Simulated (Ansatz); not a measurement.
**Carbon, diamond under LDA: from relaxation to bulk modulus, part 1 of 3**

What does LDA give for carbon in the diamond structure? We relax it, solve it on a dense k-mesh, switch on spin-orbit coupling, then scale the cell to 7 volumes from 88 to 112 % of the relaxed one and try a fit of the equation of state. The k-meshes are 8×8×8 for the relaxation; 14×14×14 for the dense run; 11×11×11 for spin-orbit coupling; 13×13×13 for the volumes. It starts from a deposited cell (COD).

Program: Ansatz 0.2.0. Level of theory: DFT LDA (PW92), plane waves (420 eV) with PAW, scalar-relativistic; PBE-made PAW files. These are calculated values, not measurements.

## (1) The system as given

It takes space group Fd-3m (No. 227, cubic). Conventional cell: a = 3.567 Å, b = 3.567 Å, c = 3.567 Å, α = 90.00°, β = 90.00°, γ = 90.00°. C (site symmetry -43m) is surrounded by 4 C at 1.54 Å.

As a file:

```cif
data_structure
_symmetry_space_group_name_H-M 'Fd-3m:1'
_symmetry_Int_Tables_number 227
_cell_length_a 3.5668
_cell_length_b 3.5668
_cell_length_c 3.5668
_cell_angle_alpha 90.000
_cell_angle_beta 90.000
_cell_angle_gamma 90.000
_cell_volume 45.38
loop_
_atom_site_label
_atom_site_type_symbol
_atom_site_symmetry_multiplicity
_atom_site_Wyckoff_symbol
_atom_site_fract_x
_atom_site_fract_y
_atom_site_fract_z
_atom_site_occupancy
C1 C 8 a 0.50000 0.00000 0.50000 1
```

## (2) Geometry optimisation

Contents of input.yaml:

```yaml
crystal:
  lattice:
    - [0.0, 1.7834, 1.7834]
    - [1.7834, 0.0, 1.7834]
    - [1.7834, 1.7834, 0.0]
  atoms:
    - { symbol: C, position: [0.5, 0.5, 0.5] }
    - { symbol: C, position: [0.75, 0.75, 0.75] }
hamiltonian:
  xc: lda
  pseudopotentials:
    kind: paw
    azcp:
      C: "pseudopotentials/C.paw.azcp"
basis:
  ecutwfc: 420
  fft_grid_basis: typed
kpoints:
  mp_grid: { grid: [8, 8, 8], shift: [0, 0, 0] }
magnetization:
  spin_polarized: false
scf:
  occupations: { method: fermi_dirac, width: 0.05 }
relax:
  max_steps: 60
  f_tol: 0.01
  cell: {}
```

Standard output:

```text
Warning: <dir> the record states the generating functional pbe (its physics header spells it `PBE`), which answers neither for hamiltonian.xc's functional nor for the lda family's — results may be inconsistent (PPs are generated against a specific XC)
Warning: RAYON_NUM_THREADS=2 ignored (pool sized by the plan → 2); use --threads N
Engine: ansatz 0.2.0, aarch64-unknown-linux-gnu
Pseudopotentials: kind: paw
Pseudopotential: C, paw, valence charge 4, recommended cutoff 420 eV (normal), <dir>
Functional definition: SPW92
  exchange = slater_x
  correlation = pw_c
Crystal: 2 atoms, lattice volume = 11.344 Å³
Basis set: ecut = 420 eV, 229 PW (Γ)
Bands: 8, of which v1, the nominal top of the filled ones, is band 4 counted from 1 (3 counted from 0)
Symmetry: 48 space group operations
Space group: Fd-3m (ITA 227), of the structure as read, at distance tolerance 2.2e-5 Å
k-points: 29 of 512
Non-local potential: C, projectors of the file, l = 0: 2, l = 1: 2, l = 2: 1
PAW form: soft (Blöchl's): semilocal exchange-correlation on the pseudo side does not see the compensation charge
PAW frozen core: C, regenerated for the run's functional, and the local potential with it (the file was generated under x = pbe(κ = 0.804, μ = 0.2195149727645171), c = pbe(β = 0.06672455060314922))
PAW one-centre angular grid: C, 110 points (default); XC on 64 Gauss nodes
Initial density: superposition of atomic densities (neutral atoms: chi_scale 0, normalization atom), corrected by the library's trained network
Initial wavefunctions: pseudopotential atomic-orbital guess
Functional: x = slater, c = lda
SCF iter   1: F=—  HF=-485.971002 eV  |F-HF|=—  |Δ(HF+E_count)|=         —  Δρ=7.12e-3  dr2=1.98e-3  ethr=1.77e-3  ⟨swp⟩=4.6  Hψ=1491  notcnv=0
preconditioner: auto → none  [insulator: Δε(μ)=4.100 eV  Ē_g=19.481 eV  σ=0.050 eV  W_gap=1.00  n_scr=0 (ndim 8)  ℏωp=31.2 eV  f_vac=0.000  D(μ)=0.00/eV (n_scr^D=0)  ε∞_Penn≈3.6]
SCF iter   2: F=—  HF=-485.970573 eV  |F-HF|=—  |Δ(HF+E_count)|=   4.29e-4  Δρ=3.35e-3  dr2=4.39e-4  ethr=2.48e-5  ⟨swp⟩=1.0  Hψ=467  notcnv=0
SCF iter   3: F=—  HF=-485.970453 eV  |F-HF|=—  |Δ(HF+E_count)|=   1.20e-4  Δρ=9.91e-5  dr2=1.00e-6  ethr=5.49e-6  ⟨swp⟩=1.0  Hψ=232  notcnv=0
SCF iter   4: F=—  HF=-485.970454 eV  |F-HF|=—  |Δ(HF+E_count)|=   7.97e-7  Δρ=2.59e-5  dr2=4.53e-8  ethr=1.25e-8  ⟨swp⟩=2.7  Hψ=339  notcnv=0
iter 5 did not close the SCF: its close was put off for the readings that it lacked (scf_convergence_deferred on its scf_iter line)
SCF iter   5: F=-485.970454 eV  HF=-485.970454 eV  |F-HF|=7.41e-10  |Δ(HF+E_count)|=   8.36e-9  Δρ=3.68e-6  dr2=1.19e-9  ethr=5.67e-10  ⟨swp⟩=2.3  Hψ=338  notcnv=0
SCF iter   6: F=-485.970454 eV  HF=-485.970454 eV  |F-HF|=2.39e-12  |Δ(HF+E_count)|=  5.21e-10  Δρ=6.07e-7  dr2=1.05e-11  ethr=1.49e-11  ⟨swp⟩=1.0  Hψ=702  notcnv=0
SCF 1 converged in 6 iterations: F = -485.970454 eV  dr2 = 1.05e-11
relax step   1: F+E_penalty+E_count = -485.97045375 eV  Δ(F+E_penalty+E_count) = +0.000e0 eV  max|allowed force component| = 3.701e-17 eV/Å  Δτ_max = 0.0000 Å  P = -13.105 GPa  Ω = 11.344 Å³  (6 SCF iters, dr2 threshold 1.00e-7 eV, accepted)
Crystal: 2 atoms, lattice volume = 11.141 Å³
Initial density: handed on by an earlier stage of this run
Initial wavefunctions: those handed on with the density
iter 1 solved again at ethr=3.01e-5 eV; its pass at ethr=3.10e-3 eV (dr2=2.41e-3 eV) is discarded
SCF iter   1: F=—  HF=-485.984776 eV  |F-HF|=—  |Δ(HF+E_count)|=         —  Δρ=5.01e-3  dr2=2.37e-3  ethr=3.01e-5  ⟨swp⟩=1.0  Hψ=1746  notcnv=0
preconditioner: auto → none  [insulator: Δε(μ)=4.180 eV  Ē_g=19.754 eV  σ=0.050 eV  W_gap=1.00  n_scr=0 (ndim 8)  ℏωp=31.5 eV  f_vac=0.000  D(μ)=0.00/eV (n_scr^D=0)  ε∞_Penn≈3.5]
SCF iter   2: F=—  HF=-485.983880 eV  |F-HF|=—  |Δ(HF+E_count)|=   8.97e-4  Δρ=1.91e-3  dr2=3.59e-4  ethr=2.96e-5  ⟨swp⟩=2.0  Hψ=335  notcnv=0
SCF iter   3: F=—  HF=-485.983736 eV  |F-HF|=—  |Δ(HF+E_count)|=   1.44e-4  Δρ=1.19e-4  dr2=5.53e-7  ethr=4.49e-6  ⟨swp⟩=2.8  Hψ=353  notcnv=0
SCF iter   4: F=—  HF=-485.983734 eV  |F-HF|=—  |Δ(HF+E_count)|=   1.68e-6  Δρ=4.02e-6  dr2=8.01e-10  ethr=6.91e-9  ⟨swp⟩=1.9  Hψ=295  notcnv=0
iter 5 did not close the SCF: its close was put off for the readings that it lacked (scf_convergence_deferred on its scf_iter line)
SCF iter   5: F=-485.983734 eV  HF=-485.983734 eV  |F-HF|=3.52e-12  |Δ(HF+E_count)|=  7.61e-10  Δρ=6.28e-7  dr2=1.21e-11  ethr=1.00e-11  ⟨swp⟩=2.5  Hψ=344  notcnv=0
SCF iter   6: F=-485.983734 eV  HF=-485.983734 eV  |F-HF|=5.68e-14  |Δ(HF+E_count)|=  3.01e-12  Δρ=4.88e-8  dr2=1.09e-13  ethr=1.00e-12  ⟨swp⟩=1.0  Hψ=580  notcnv=0
SCF 2 converged in 6 iterations: F = -485.983734 eV  dr2 = 1.09e-13
relax step   2: F+E_penalty+E_count = -485.98373407 eV  Δ(F+E_penalty+E_count) = -1.328e-2 eV  max|allowed force component| = 2.220e-16 eV/Å  Δτ_max = 0.0000 Å  P = -5.073 GPa  Ω = 11.141 Å³  energy of the carried Pulay correction = +1.707e-3 eV  (6 SCF iters, dr2 threshold 2.00e-7 eV, accepted)
Crystal: 2 atoms, lattice volume = 11.017 Å³
Basis set: ecut = 420 eV, 181 PW (Γ)
iter 1 solved again at ethr=1.19e-5 eV; its pass at ethr=3.10e-3 eV (dr2=9.56e-4 eV) is discarded
SCF iter   1: F=—  HF=-485.987123 eV  |F-HF|=—  |Δ(HF+E_count)|=         —  Δρ=3.18e-3  dr2=9.39e-4  ethr=1.19e-5  ⟨swp⟩=1.0  Hψ=1693  notcnv=0
preconditioner: auto → none  [insulator: Δε(μ)=4.196 eV  Ē_g=19.920 eV  σ=0.050 eV  W_gap=1.00  n_scr=0 (ndim 8)  ℏωp=31.6 eV  f_vac=0.000  D(μ)=0.00/eV (n_scr^D=0)  ε∞_Penn≈3.5]
SCF iter   2: F=—  HF=-485.986767 eV  |F-HF|=—  |Δ(HF+E_count)|=   3.55e-4  Δρ=1.21e-3  dr2=1.42e-4  ethr=1.17e-5  ⟨swp⟩=2.0  Hψ=335  notcnv=0
SCF iter   3: F=—  HF=-485.986709 eV  |F-HF|=—  |Δ(HF+E_count)|=   5.81e-5  Δρ=7.57e-5  dr2=2.20e-7  ethr=1.78e-6  ⟨swp⟩=2.9  Hψ=353  notcnv=0
iter 4 did not close the SCF: its close was put off for the readings that it lacked (scf_convergence_deferred on its scf_iter line)
SCF iter   4: F=-485.986709 eV  HF=-485.986709 eV  |F-HF|=1.93e-12  |Δ(HF+E_count)|=   1.41e-7  Δρ=2.60e-6  dr2=3.95e-10  ethr=2.75e-9  ⟨swp⟩=1.9  Hψ=303  notcnv=0
iter 5 did not close the SCF: its close was put off for the readings that it lacked (scf_convergence_deferred on its scf_iter line)
SCF iter   5: F=-485.986709 eV  HF=-485.986709 eV  |F-HF|=1.08e-12  |Δ(HF+E_count)|=  1.70e-10  Δρ=3.74e-7  dr2=4.38e-12  ethr=4.93e-12  ⟨swp⟩=2.6  Hψ=347  notcnv=0
SCF iter   6: F=-485.986709 eV  HF=-485.986709 eV  |F-HF|=5.68e-14  |Δ(HF+E_count)|=  9.09e-13  Δρ=2.27e-8  dr2=2.97e-14  ethr=1.00e-12  ⟨swp⟩=1.0  Hψ=580  notcnv=0
SCF 3 converged in 6 iterations: F = -485.986709 eV  dr2 = 2.97e-14
relax step   3: F+E_penalty+E_count = -485.98670947 eV  Δ(F+E_penalty+E_count) = -2.975e-3 eV  max|allowed force component| = 1.839e-16 eV/Å  Δτ_max = 0.0000 Å  P = +0.188 GPa  Ω = 11.017 Å³  energy of the carried Pulay correction = +2.769e-3 eV  (6 SCF iters, dr2 threshold 2.00e-7 eV, accepted)
Crystal: 2 atoms, lattice volume = 11.021 Å³
iter 1 solved again at ethr=1.53e-8 eV; its pass at ethr=3.10e-3 eV (dr2=1.23e-6 eV) is discarded
SCF iter   1: F=—  HF=-485.986675 eV  |F-HF|=—  |Δ(HF+E_count)|=         —  Δρ=1.14e-4  dr2=1.20e-6  ethr=1.53e-8  ⟨swp⟩=1.0  Hψ=1632  notcnv=0
preconditioner: auto → none  [insulator: Δε(μ)=4.174 eV  Ē_g=19.914 eV  σ=0.050 eV  W_gap=1.00  n_scr=0 (ndim 8)  ℏωp=31.6 eV  f_vac=0.000  D(μ)=0.00/eV (n_scr^D=0)  ε∞_Penn≈3.5]
SCF iter   2: F=—  HF=-485.986674 eV  |F-HF|=—  |Δ(HF+E_count)|=   4.55e-7  Δρ=4.33e-5  dr2=1.83e-7  ethr=1.51e-8  ⟨swp⟩=2.0  Hψ=335  notcnv=0
iter 3 did not close the SCF: its close was put off for the readings that it lacked (scf_convergence_deferred on its scf_iter line)
SCF iter   3: F=-485.986674 eV  HF=-485.986674 eV  |F-HF|=1.79e-10  |Δ(HF+E_count)|=   7.33e-8  Δρ=2.73e-6  dr2=2.85e-10  ethr=2.28e-9  ⟨swp⟩=2.9  Hψ=354  notcnv=0
iter 4 did not close the SCF: its close was put off for the readings that it lacked (scf_convergence_deferred on its scf_iter line)
SCF iter   4: F=-485.986674 eV  HF=-485.986674 eV  |F-HF|=1.14e-13  |Δ(HF+E_count)|=  2.00e-10  Δρ=9.68e-8  dr2=5.29e-13  ethr=3.57e-12  ⟨swp⟩=1.9  Hψ=309  notcnv=0
iter 5 did not close the SCF: its close was put off for the readings that it lacked (scf_convergence_deferred on its scf_iter line)
SCF iter   5: F=-485.986674 eV  HF=-485.986674 eV  |F-HF|=5.68e-14  |Δ(HF+E_count)|=    0.00e0  Δρ=1.18e-8  dr2=4.32e-15  ethr=1.00e-12  ⟨swp⟩=1.0  Hψ=232  notcnv=0
iter 6 did not close the SCF: its close was put off for the readings that it lacked (scf_convergence_deferred on its scf_iter line)
SCF iter   6: F=-485.986674 eV  HF=-485.986674 eV  |F-HF|=0.00e0  |Δ(HF+E_count)|=  5.68e-14  Δρ=1.12e-9  dr2=1.14e-16  ethr=1.00e-12  ⟨swp⟩=1.0  Hψ=232  notcnv=0
SCF iter   7: F=-485.986674 eV  HF=-485.986674 eV  |F-HF|=0.00e0  |Δ(HF+E_count)|=  5.68e-14  Δρ=3.69e-10  dr2=1.26e-17  ethr=1.00e-12  ⟨swp⟩=1.0  Hψ=580  notcnv=0
SCF 4 converged in 7 iterations: F = -485.986674 eV  dr2 = 1.26e-17
relax step   4: F+E_penalty+E_count = -485.98667428 eV  Δ(F+E_penalty+E_count) = +3.519e-5 eV  max|allowed force component| = 2.035e-16 eV/Å  Δτ_max = 0.0000 Å  P = -0.003 GPa  Ω = 11.021 Å³  energy of the carried Pulay correction = +2.732e-3 eV  (7 SCF iters, accepted)
Initial wavefunctions: pseudopotential atomic-orbital guess (no wavefunctions were taken with the density)
iter 1 solved again at ethr=3.19e-8 eV; its pass at ethr=3.10e-3 eV (dr2=2.55e-6 eV) is discarded
SCF iter   1: F=—  HF=-485.984525 eV  |F-HF|=—  |Δ(HF+E_count)|=         —  Δρ=2.51e-4  dr2=9.88e-7  ethr=3.19e-8  ⟨swp⟩=3.0  Hψ=2188  notcnv=0
preconditioner: auto → none  [insulator: Δε(μ)=4.171 eV  Ē_g=19.914 eV  σ=0.050 eV  W_gap=1.00  n_scr=0 (ndim 8)  ℏωp=31.6 eV  f_vac=0.000  D(μ)=0.00/eV (n_scr^D=0)  ε∞_Penn≈3.5]
SCF iter   2: F=—  HF=-485.984523 eV  |F-HF|=—  |Δ(HF+E_count)|=   1.68e-6  Δρ=1.23e-4  dr2=2.17e-7  ethr=1.24e-8  ⟨swp⟩=1.0  Hψ=232  notcnv=0
SCF iter   3: F=—  HF=-485.984523 eV  |F-HF|=—  |Δ(HF+E_count)|=   1.14e-7  Δρ=5.73e-6  dr2=4.82e-10  ethr=2.71e-9  ⟨swp⟩=1.9  Hψ=322  notcnv=0
iter 4 did not close the SCF: its close was put off for the readings that it lacked (scf_convergence_deferred on its scf_iter line)
SCF iter   4: F=-485.984523 eV  HF=-485.984523 eV  |F-HF|=7.39e-13  |Δ(HF+E_count)|=  3.75e-10  Δρ=3.56e-7  dr2=2.96e-12  ethr=6.03e-12  ⟨swp⟩=1.5  Hψ=254  notcnv=0
iter 5 did not close the SCF: its close was put off for the readings that it lacked (scf_convergence_deferred on its scf_iter line)
SCF iter   5: F=-485.984523 eV  HF=-485.984523 eV  |F-HF|=5.68e-14  |Δ(HF+E_count)|=  2.84e-13  Δρ=1.50e-8  dr2=7.30e-15  ethr=1.00e-12  ⟨swp⟩=1.0  Hψ=232  notcnv=0
iter 6 did not close the SCF: its close was put off for the readings that it lacked (scf_convergence_deferred on its scf_iter line)
SCF iter   6: F=-485.984523 eV  HF=-485.984523 eV  |F-HF|=1.14e-13  |Δ(HF+E_count)|=    0.00e0  Δρ=2.22e-9  dr2=4.24e-16  ethr=1.00e-12  ⟨swp⟩=1.0  Hψ=232  notcnv=0
iter 7 did not close the SCF: its close was put off for the readings that it lacked (scf_convergence_deferred on its scf_iter line)
SCF iter   7: F=-485.984523 eV  HF=-485.984523 eV  |F-HF|=1.14e-13  |Δ(HF+E_count)|=    0.00e0  Δρ=3.73e-10  dr2=1.16e-17  ethr=1.00e-12  ⟨swp⟩=1.0  Hψ=232  notcnv=0
SCF iter   8: F=-485.984523 eV  HF=-485.984523 eV  |F-HF|=1.71e-13  |Δ(HF+E_count)|=  5.68e-14  Δρ=4.65e-11  dr2=1.80e-19  ethr=1.00e-12  ⟨swp⟩=1.7  Hψ=609  notcnv=0
SCF 5 converged in 8 iterations: F = -485.984523 eV  dr2 = 1.80e-19
relax step   5: F+E_penalty+E_count = -485.98452298 eV  Δ(F+E_penalty+E_count) = +2.151e-3 eV  max|allowed force component| = 1.330e-16 eV/Å  Δτ_max = 0.0000 Å  P = -0.353 GPa  Ω = 11.021 Å³  stress off target by 3.53e-1 GPa  SCF on the basis re-selected at this cell (its energy is not comparable with the rows above)  (8 SCF iters)
basis re-selected at this cell: Δ(F+E_penalty+E_count) = +2.151e-3 eV, ΔP = -0.350 GPa vs the last step (what re-selecting the basis moved, of the pressure what is left beyond the Pulay correction that the steps carried, after the strain that the cell walked since its last selection, with what the two solves' SCF thresholds leave and, on support functions, any second-order correction that the steps lacked; it is no measure of the basis error at this ecutwfc). This SCF's stress stands 3.53e-1 GPa from its target on what of the cell is left free (relax.cell.stress_tol is 5.00e-2 GPa) and its largest allowed force component is 1.33e-16 eV/Å (relax.f_tol is 1.00e-2 eV/Å): not within both, so this SCF does not close the relaxation
Crystal: 2 atoms, lattice volume = 11.013 Å³
iter 1 solved again at ethr=5.27e-8 eV; its pass at ethr=3.10e-3 eV (dr2=4.21e-6 eV) is discarded
SCF iter   1: F=—  HF=-485.984600 eV  |F-HF|=—  |Δ(HF+E_count)|=         —  Δρ=2.11e-4  dr2=4.13e-6  ethr=5.27e-8  ⟨swp⟩=1.0  Hψ=1632  notcnv=0
preconditioner: auto → none  [insulator: Δε(μ)=4.174 eV  Ē_g=19.925 eV  σ=0.050 eV  W_gap=1.00  n_scr=0 (ndim 8)  ℏωp=31.6 eV  f_vac=0.000  D(μ)=0.00/eV (n_scr^D=0)  ε∞_Penn≈3.5]
SCF iter   2: F=—  HF=-485.984599 eV  |F-HF|=—  |Δ(HF+E_count)|=   1.56e-6  Δρ=8.03e-5  dr2=6.27e-7  ethr=5.17e-8  ⟨swp⟩=2.0  Hψ=335  notcnv=0
iter 3 did not close the SCF: its close was put off for the readings that it lacked (scf_convergence_deferred on its scf_iter line)
SCF iter   3: F=-485.984598 eV  HF=-485.984598 eV  |F-HF|=6.26e-10  |Δ(HF+E_count)|=   2.51e-7  Δρ=5.04e-6  dr2=9.72e-10  ethr=7.84e-9  ⟨swp⟩=2.9  Hψ=353  notcnv=0
iter 4 did not close the SCF: its close was put off for the readings that it lacked (scf_convergence_deferred on its scf_iter line)
SCF iter   4: F=-485.984598 eV  HF=-485.984598 eV  |F-HF|=0.00e0  |Δ(HF+E_count)|=  5.89e-10  Δρ=1.74e-7  dr2=1.86e-12  ethr=1.21e-11  ⟨swp⟩=1.9  Hψ=302  notcnv=0
iter 5 did not close the SCF: its close was put off for the readings that it lacked (scf_convergence_deferred on its scf_iter line)
SCF iter   5: F=-485.984598 eV  HF=-485.984598 eV  |F-HF|=0.00e0  |Δ(HF+E_count)|=  7.96e-13  Δρ=2.45e-8  dr2=1.94e-14  ethr=1.00e-12  ⟨swp⟩=1.0  Hψ=232  notcnv=0
iter 6 did not close the SCF: its close was put off for the readings that it lacked (scf_convergence_deferred on its scf_iter line)
SCF iter   6: F=-485.984598 eV  HF=-485.984598 eV  |F-HF|=5.68e-14  |Δ(HF+E_count)|=    0.00e0  Δρ=2.59e-9  dr2=6.28e-16  ethr=1.00e-12  ⟨swp⟩=1.0  Hψ=232  notcnv=0
SCF iter   7: F=-485.984598 eV  HF=-485.984598 eV  |F-HF|=1.14e-13  |Δ(HF+E_count)|=  1.14e-13  Δρ=5.64e-10  dr2=2.30e-17  ethr=1.00e-12  ⟨swp⟩=1.0  Hψ=580  notcnv=0
SCF 6 converged in 7 iterations: F = -485.984598 eV  dr2 = 2.30e-17
relax step   6: F+E_penalty+E_count = -485.98459836 eV  Δ(F+E_penalty+E_count) = -7.539e-5 eV  max|allowed force component| = 2.116e-16 eV/Å  Δτ_max = 0.0000 Å  P = -0.003 GPa  Ω = 11.013 Å³  energy of the carried Pulay correction = +6.635e-5 eV  (7 SCF iters, dr2 threshold 2.00e-7 eV, accepted)
iter 1 solved again at ethr=1.44e-8 eV; its pass at ethr=3.10e-3 eV (dr2=1.15e-6 eV) is discarded
SCF iter   1: F=—  HF=-485.984598 eV  |F-HF|=—  |Δ(HF+E_count)|=         —  Δρ=4.20e-8  dr2=6.06e-14  ethr=1.44e-8  ⟨swp⟩=3.3  Hψ=2232  notcnv=0
eigensolver tolerance schedule: the retry pair's looser diagonalisation over-reported the residual by 19051097.24 of it (diagonalisation noise at an unbounded share of the residual, at the tolerance the schedule requests for it); recorded, not acted on — ethr = c·dr2/N_el stays at c = 1.0e-1
preconditioner: auto → none  [insulator: Δε(μ)=4.173 eV  Ē_g=19.925 eV  σ=0.050 eV  W_gap=1.00  n_scr=0 (ndim 8)  ℏωp=31.6 eV  f_vac=0.000  D(μ)=0.00/eV (n_scr^D=0)  ε∞_Penn≈3.5]
iter 2 did not close the SCF: its close was put off for the readings that it lacked (scf_convergence_deferred on its scf_iter line)
SCF iter   2: F=-485.984598 eV  HF=-485.984598 eV  |F-HF|=5.68e-14  |Δ(HF+E_count)|=  6.80e-10  Δρ=2.14e-8  dr2=1.80e-14  ethr=1.00e-12  ⟨swp⟩=2.1  Hψ=328  notcnv=0
iter 3 did not close the SCF: its close was put off for the readings that it lacked (scf_convergence_deferred on its scf_iter line)
SCF iter   3: F=-485.984598 eV  HF=-485.984598 eV  |F-HF|=5.68e-14  |Δ(HF+E_count)|=    0.00e0  Δρ=1.44e-8  dr2=7.66e-15  ethr=1.00e-12  ⟨swp⟩=1.0  Hψ=232  notcnv=0
iter 4 did not close the SCF: its close was put off for the readings that it lacked (scf_convergence_deferred on its scf_iter line)
SCF iter   4: F=-485.984598 eV  HF=-485.984598 eV  |F-HF|=0.00e0  |Δ(HF+E_count)|=  1.14e-13  Δρ=7.12e-9  dr2=1.74e-15  ethr=1.00e-12  ⟨swp⟩=1.0  Hψ=232  notcnv=0
iter 5 did not close the SCF: its close was put off for the readings that it lacked (scf_convergence_deferred on its scf_iter line)
SCF iter   5: F=-485.984598 eV  HF=-485.984598 eV  |F-HF|=0.00e0  |Δ(HF+E_count)|=  1.14e-13  Δρ=6.16e-9  dr2=1.32e-15  ethr=1.00e-12  ⟨swp⟩=1.0  Hψ=232  notcnv=0
SCF iter   6: F=-485.984598 eV  HF=-485.984598 eV  |F-HF|=2.84e-13  |Δ(HF+E_count)|=  5.68e-14  Δρ=3.11e-9  dr2=3.38e-16  ethr=1.00e-12  ⟨swp⟩=1.3  Hψ=607  notcnv=0
SCF 7 converged in 6 iterations: F = -485.984598 eV  dr2 = 3.38e-16
relax step   7: F+E_penalty+E_count = -485.98459836 eV  Δ(F+E_penalty+E_count) = +0.000e0 eV  max|allowed force component| = 1.931e-16 eV/Å  Δτ_max = 0.0000 Å  P = -0.007 GPa  Ω = 11.013 Å³  stress off target by 6.66e-3 GPa  SCF on the basis re-selected at this cell (its energy is not comparable with the rows above)  (6 SCF iters)
basis re-selected at this cell: Δ(F+E_penalty+E_count) = +0.000e0 eV, ΔP = -0.004 GPa vs the last step (what re-selecting the basis moved, of the pressure what is left beyond the Pulay correction that the steps carried, after the strain that the cell walked since its last selection, with what the two solves' SCF thresholds leave and, on support functions, any second-order correction that the steps lacked; it is no measure of the basis error at this ecutwfc). This SCF's stress stands 6.66e-3 GPa from its target on what of the cell is left free (relax.cell.stress_tol is 5.00e-2 GPa) and its largest allowed force component is 1.93e-16 eV/Å (relax.f_tol is 1.00e-2 eV/Å): within both
SCF converged after 6 iterations
Free energy (F): -485.984598 eV
Harris-Foulkes:  -485.984598 eV  (|F-HF|=2.84e-13)
Internal energy: -485.984598 eV  (E = F + TS)
E sigma→0 (E₀):  -485.984598 eV
Fermi energy:    15.671978 eV
--- Per-component energies (eV) ---
  E_band       = 36.062215
  E_kinetic    = 186.506608
  E_local      = -122.229943  (includes V_loc(G=0)·N_el)
  E_nonlocal   = 55.777490
  E_hartree    = 26.162314
  E_xc         = -97.210043
  E_vxc        = -121.031068  (∫ρ·V_xc dr)
  E_paw        = -183.710475  (= ΣΔE_a)
  E_vpaw       = -15.285517  (= ΣTr[D̂ρ^β])
  E_aug_tail   = 0.000017  (compensation charges beyond the density's cutoff)
  E_ewald      = -351.406232
  E_core_change = 0.125665  (= ΣΔE_core)
  E_smearing   = -0.000000  (= −TS)
  E_closure    = 0.000000  (closes the sum)
  Σ components = -485.984598   (vs F -485.984598, Δ=0.00e0)
--- Forces (eV/Å), atoms counted from 1 ---
  atom   1  C      0.00000000    -0.00000000    -0.00000000
  atom   2  C     -0.00000000    -0.00000000     0.00000000
  max |Σ_I F_I| component: 7.17e-17 eV/Å
--- Stress (GPa, compression-positive) ---
       -0.006661       0.000000      -0.000000
        0.000000      -0.006661      -0.000000
       -0.000000      -0.000000      -0.006661
  P = ⅓ Tr σ = -0.0067 GPa (-0.067 kbar)
--- Relaxed structure (5 steps of the walk, 5 accepted, 2 SCFs on fresh bases) ---
  F+E_penalty+E_count = -485.98459836 eV   max|allowed force component| = 1.931e-16 eV/Å   (the final SCF, on the basis selected at the relaxed cell)
  cell:  # Å, volume = 11.0133 Å³
    - [5.656656804714036e-34, 1.7658874544669185, 1.7658874544669185]
    - [1.7658874544669185, 3.6941470275295117e-34, 1.7658874544669185]
    - [1.7658874544669185, 1.7658874544669185, -7.563442861329406e-36]
  atoms:
    - { symbol: C, position: [0.5, 0.5, 0.5] }
    - { symbol: C, position: [0.75, 0.75, 0.75] }
```

It took 1.4 s on 2 threads of an Arm CPU, shared host; peak memory 0.24 GiB.

Step by step:

```tsv
step	energy change (meV/atom)	largest force (eV/Å)	pressure (GPa)	volume (Å³/atom)
1	0.00	0.0000	-13.10	5.672
2	-6.64	0.0000	-5.07	5.571
3	-8.13	0.0000	0.19	5.509
4	-8.11	0.0000	0.00	5.511
5	-7.03	0.0000	-0.35	5.511
6	-7.07	0.0000	0.00	5.507
7	-7.07	0.0000	-0.01	5.507
```

Steps that repeat a cell are solved on a basis chosen anew, so their changes of energy are no gain of the relaxation.

The cell of the run, before and after:

|  | before | after | change |
| --- | --- | --- | --- |
| a (Å) | 2.522 | 2.497 | -1.0 % |
| b (Å) | 2.522 | 2.497 | -1.0 % |
| c (Å) | 2.522 | 2.497 | -1.0 % |
| volume (Å³/atom) | 5.672 | 5.507 | -2.9 % |
| shortest distance (Å) | 1.544 | 1.529 | -1.0 % |
| space group (spins left aside) | Fd-3m | Fd-3m | same |

(Continued in part 2 of 3.)
